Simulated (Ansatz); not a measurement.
Crystal: CuI.

```
I Cu
1.0
     4.09020    0.00000    0.00000
     0.00000    4.09020    0.00000
     0.00000    0.00000    6.55146
I Cu
2 2
Cartesian
  0.0000 2.0451 4.8680
  2.0451 0.0000 1.6835
  0.0000 0.0000 0.0000
  2.0451 2.0451 0.0000
```

Measurements of this composition are mostly on another form, of space group No. 216.

```yaml
Program: Ansatz 0.2.0
Task: relaxation of cell and atoms
Functional: PBEsol
Potentials_or_basis: all-electron LAPW, scalar-relativistic
Basis_error_allowed: 0.002 eV/atom
k_mesh: 7 × 7 × 4
Occupations: fermi-dirac, width 0.05 eV
Spin: no spin polarisation
```

At the start: volume 27.40 Å³/atom.

Where does the relaxation end?

Over 4 steps the energy falls by 6.2 meV/atom and the volume is 25.99 Å³/atom (-5.1 %); space group P4/nmm (No. 129, to 0.05 Å).

Step by step:
| step | energy change (eV) | largest force (eV/Å) | volume (Å³) |
| --- | --- | --- | --- |
| 1 | 0.0000 | 0.2329 | 109.60 |
| 2 | -0.0227 | 0.1046 | 105.22 |
| 3 | -0.0248 | 0.0026 | 103.96 |
| 4 | -0.0248 | 0.0026 | 103.96 |

Final structure:
```yaml
crystal:
  lattice:
    - [4.00390, 0.00000, 0.00000]
    - [0.00000, 4.00390, 0.00000]
    - [0.00000, 0.00000, 6.48480]
  atoms:
    - { symbol: I, position: [0.00000, 0.50000, 0.73876] }
    - { symbol: I, position: [0.50000, 0.00000, 0.26124] }
    - { symbol: Cu, position: [0.00000, 0.00000, 0.00000] }
    - { symbol: Cu, position: [0.50000, 0.50000, 0.00000] }
```

Caveat: this functional lacks dispersion, which binds the layers, so the pressure and a relaxed spacing across them are unreliable.
